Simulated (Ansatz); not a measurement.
# Ta2N: the cost of one run

Program: Ansatz 0.2.0. Level of theory: DFT PBE, scalar-relativistic, plane waves, PAW. These are calculated values, not measurements.

1 further run of the same task is left out (set aside as unsound or not needed).

### 1 The starting structure

Symmetry: P-3m1, No. 164, trigonal system. The conventional cell has a = 3.101 Å, b = 3.101 Å, c = 4.882 Å, α = 90.00°, β = 90.00°, γ = 120.00°. Ta (site symmetry 3m) is surrounded by 3 N at 2.18 Å. N (site symmetry -3m) is surrounded by 6 Ta at 2.18 Å.

Coordinates:

```
CELL_PARAMETERS angstrom
3.10114 0.00000 0.00000
-1.55057 2.68567 0.00000
0.00000 0.00000 4.88189
ATOMIC_POSITIONS crystal
Ta 0.66667 0.33333 0.74491
Ta 0.33333 0.66667 0.25509
N 0.00000 0.00000 0.00000
```

It goes back to an entry of the Materials Project, which need not be the stable form.

This cell was relaxed beforehand with the same method: volume 13.55 Å³/atom, gap on the mesh none (metal).

### 2 Bands, states and charges

The input, input.yaml:

```yaml
crystal:
  lattice:
    - [3.112861506, 0.0, 0.0]
    - [-1.556430753, 2.6958171426, 0.0]
    - [0.0, 0.0, 4.869841]
  atoms:
    - { symbol: Ta, position: [0.66666667, 0.33333333, 0.745289], spin: 1.0 }
    - { symbol: Ta, position: [0.33333333, 0.66666667, 0.254711], spin: 1.0 }
    - { symbol: "N", position: [0.0, 0.0, 0.0] }
basis:
  ecutwfc: 420
kpoints:
  mp_grid: { grid: [6, 6, 4] }
hamiltonian:
  xc: pbe
scf:
  occupations: { method: gaussian, width: 0.1 }
  lower_state_search: "off"
output:
  forces: true
  stress: true
  eigenvalues: true
  populations: true
magnetization:
  spin_polarized: true
```

On the command line:

```
$ ansatz run input.yaml --threads 1 --pin off --max-ram 2560MiB --backend cpu --events-out ev --progress --plain --runs-dir out
```

What time and memory should one allow on 1 thread of Intel Xeon Platinum 8375C at 2.90GHz (Ice Lake), shared host?

About 3.1 s, with a peak of 0.38 GiB.
